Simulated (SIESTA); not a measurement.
# TaN: equation of state with PBEsol

The system is TaN.

```
CELL_PARAMETERS angstrom
2.93800 0.00000 0.00000
-1.46900 2.54438 0.00000
0.00000 0.00000 2.88300
ATOMIC_POSITIONS crystal
Ta 0.00000 0.00000 0.50000
N 0.66667 0.33333 0.00000
```

```yaml
Program: SIESTA 5.4.2
Task: equation of state
Functional: PBEsol
Potentials_or_basis: PseudoDojo 0.4 standard (PBEsol files)
Basis: DZP (energy shift 0.003 Ry; two zetas on semicore shells)
Grid_cutoff: 800 Ry
Energy_shift: 0.003 Ry
k_mesh: 10 × 10 × 9
Occupations: fermi-dirac, width 0.05 eV
Spin: no spin polarisation
```

```yaml
Equilibrium_volume: 10.76 Å³/atom
Bulk_modulus_at_fixed_shape_and_positions: 370 GPa
Pressure_derivative_of_the_bulk_modulus: 4.3
```

Energy against volume, from the lowest point:
```
volume (Å³/atom)  energy (meV/atom)
          10.129              47.01
          10.345              19.52
          10.560               4.28
          10.776               0.00
          10.991               5.67
          11.207              20.29
          11.422              42.77
```

All runs of the series together: 6 min on 1 thread of Arm Neoverse V2, on a shared host.

Caveat: short orbitals over semicore shells can move pressures by several GPa; the cell was scaled at fixed shape and fractional positions, which overstates the stiffness of a crystal with free parameters, most of all of layers and chains; the basis of atomic orbitals isn't converged, which shifts pressures, moduli and gaps. Spin-orbit coupling is left out, which matters for the levels of Ta.
